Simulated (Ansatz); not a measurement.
# Eu (hcp type): a single-point run

Wanted: a converged single-point run for Eu (hcp type), and a check of what comes out. The structure is shown as the input types it.

Program: Ansatz 0.2.0. Level of theory: DFT, PBE, PAW with Ansatz's default frozen-core files, scalar-relativistic. These are calculated values, not measurements.

2 further runs of the same task are left out: 2 that didn't finish. Runs told in other sessions of the task aren't counted.

### Step 1. The structure to begin with

It takes space group P6_3/mmc (No. 194, hexagonal). Conventional cell: a = 3.929 Å, b = 3.929 Å, c = 6.302 Å, α = 90.00°, β = 90.00°, γ = 120.00°. Eu (site symmetry -6m2) is surrounded by 12 Eu at 3.88 to 3.93 Å.

Structure file:

```cif
data_structure
_symmetry_space_group_name_H-M 'P 1'
_symmetry_Int_Tables_number 1
_cell_length_a 3.9287
_cell_length_b 3.9287
_cell_length_c 6.3023
_cell_angle_alpha 90.000
_cell_angle_beta 90.000
_cell_angle_gamma 120.000
_cell_volume 84.24
loop_
_atom_site_label
_atom_site_type_symbol
_atom_site_fract_x
_atom_site_fract_y
_atom_site_fract_z
_atom_site_occupancy
Eu1 Eu 0.33333 0.66667 0.25000 1
Eu2 Eu 0.66667 0.33333 0.75000 1
```

### Step 2. Running it

Contents of input.yaml:

```yaml
crystal:
  lattice:
    - [3.9286687184, 0.0, 0.0]
    - [-1.9643343592, 3.4023269132, 0.0]
    - [0.0, 0.0, 6.3023186568]
  atoms:
    - { symbol: Eu, position: [0.3333333333, 0.6666666667, 0.25], spin: 7.0 }
    - { symbol: Eu, position: [0.6666666667, 0.3333333333, 0.75], spin: 7.0 }
magnetization:
  spin_polarized: true
kpoints:
  mp_grid: { grid: [12, 12, 7] }
  band_path:
    path:
      - [0.0, 0.0, 0.0]
      - [0.5, 0.0, 0.0]
      - [0.3333333333, 0.3333333333, 0.0]
      - [0.0, 0.0, 0.0]
      - [0.0, 0.0, 0.5]
      - [0.5, 0.0, 0.5]
      - [0.3333333333, 0.3333333333, 0.5]
      - [0.0, 0.0, 0.5]
      - [0.5, 0.0, 0.5]
    npoints: 8
scf:
  occupations: { method: fermi_dirac, width: 0.3 }
  n_extra_bands: 0
  max_iter: 50
hamiltonian:
  xc: pbe
  pseudopotentials: { kind: paw }
output:
  forces: true
  stress: true
  eigenvalues: true
  populations: true
```

Launch:

```
ansatz run input.yaml --threads 1 --pin off --max-ram 3072MiB --backend cpu --events-out ev --progress --plain --runs-dir out
```

Q: Will this input give a usable result? If not, why, and what should change?

The program refused the input before any cycle. The line that matters: «inconsistent input (scf.n_extra_bands): n_bands = 17 cannot host the net starting moment |Σ_I m_I| = 14.0000 μB: with N_el = 34 the majority spin channel must hold (N_el + |M|)/2 = 24.0000 electrons at no more than one per band ...»

Look at the input: scf.n_extra_bands is 0. There are no spare bands for the search of the Fermi level.

Fix: delete scf.n_extra_bands (the default then holds).
